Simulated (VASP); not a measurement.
**CoO: relaxation of cell and atoms with r2SCAN**

CoO:

```
Co O
1.0
     2.57053    0.00000    0.00000
     0.00000    2.57053    0.00000
     0.00000    0.00000    2.57053
Co O
1 1
Direct
  0.00000 0.00000 0.00000
  0.50000 0.50000 0.50000
```

Measurements of this composition are mostly on another form, of space group No. 225.

| Property | Result |
| --- | --- |
| Program | VASP 6.6.1 |
| Task | relaxation of cell and atoms |
| Functional | r2SCAN |
| Potentials or basis | VASP PAW PBE potentials, release 64 (Co, O) |
| Cutoff | 600 eV |
| k mesh | 10 × 10 × 10 |
| Occupations | gaussian, width 0.05 eV |
| Spin | collinear spin, ferromagnetic start |
| Starting moments | [2.0, 0.0] μB |
| Further INCAR settings | ALGO = Normal; EDIFF = 1e-06; IBRION = 2; EDIFFG = -0.01; NSW = 40; ISIF = 3 |

```
Relaxed volume                                        : 8.91 Å³/atom
Relaxed cell                                          : a = 2.612 Å, b = 2.612 Å, c = 2.612 Å, α = 90.00°, β = 90.00°, γ = 90.00°
Space group after relaxing (to 0.05 Å)                : Pm-3m (No. 221)
Energy gained by relaxing                             : 14.3 meV/atom
Ionic steps                                           : 3
Pressure after relaxing                               : 0.0 GPa
Band gap on the k mesh                                : 0.71 eV, indirect (least direct gap 0.75 eV)
Net moment                                            : 3.00 μB per cell
Site moments                                          : Co +2.63; O +0.34 μB
Valence electrons inside the program's atomic spheres : Co 7.75; O 5.00
```

Step by step:
```csv
step,energy change (eV),largest force (eV/Å),pressure (GPa),volume (Å³)
1,0.0000,0.0000,11.29,16.99
2,-0.0127,0.0000,-7.21,18.50
3,-0.0287,0.0000,-0.04,17.83
```

Final structure:
```
CELL_PARAMETERS angstrom
2.61240 0.00000 0.00000
0.00000 2.61240 0.00000
0.00000 0.00000 2.61240
ATOMIC_POSITIONS crystal
Co 0.00000 0.00000 0.00000
O 0.50000 0.50000 0.50000
```

Levels at points of the mesh, in eV from the valence-band top:
Spin up:
```csv
k point,band 5,band 6,band 7,band 8,band 9,band 10,band 11,band 12
"(0.00, 0.00, 0.00)",-3.53,-3.53,-2.71,-2.71,-2.71,1.19,16.22,16.22
"(0.50, 0.00, 0.00)",-4.11,-3.46,-1.76,-0.56,-0.56,6.87,8.77,17.35
"(0.50, 0.50, 0.00)",-4.04,-4.04,-3.94,-1.79,-1.75,6.07,12.09,12.09
"(0.50, 0.50, 0.50)",-1.75,-1.75,-0.85,-0.85,-0.85,7.38,7.38,7.38
```
Spin down:
| k point | band 2 | band 3 | band 4 | band 5 | band 6 | band 7 | band 8 | band 9 | band 10 | band 11 |
| --- | --- | --- | --- | --- | --- | --- | --- | --- | --- | --- |
| (0.00, 0.00, 0.00) | -3.13 | -3.12 | -1.87 | -1.87 | -1.87 | 1.71 | 1.71 | 1.71 | 2.06 | 16.73 |
| (0.50, 0.00, 0.00) | -8.17 | -2.75 | -2.57 | -2.57 | -0.13 | 1.82 | 2.81 | 2.81 | 7.45 | 10.01 |
| (0.50, 0.50, 0.00) | -5.69 | -5.69 | -2.65 | -0.85 | -0.04 | 0.71 | 0.94 | 0.94 | 7.24 | 12.87 |
| (0.50, 0.50, 0.50) | -5.96 | -5.96 | -5.96 | -0.01 | 0.00 | 3.17 | 3.17 | 3.17 | 7.77 | 7.77 |

Run time: 2.5 min on 1 thread of Intel(R) Xeon(R) Platinum 8488C (Sapphire Rapids), with other jobs on the host, peak memory 0.18 GiB.

Caveat: the PAW data sets were made with another functional, which shifts forces and pressure a little; a cell with one magnetic atom can't hold antiferromagnetic order, which such compounds often take. A k mesh can miss the band edges.
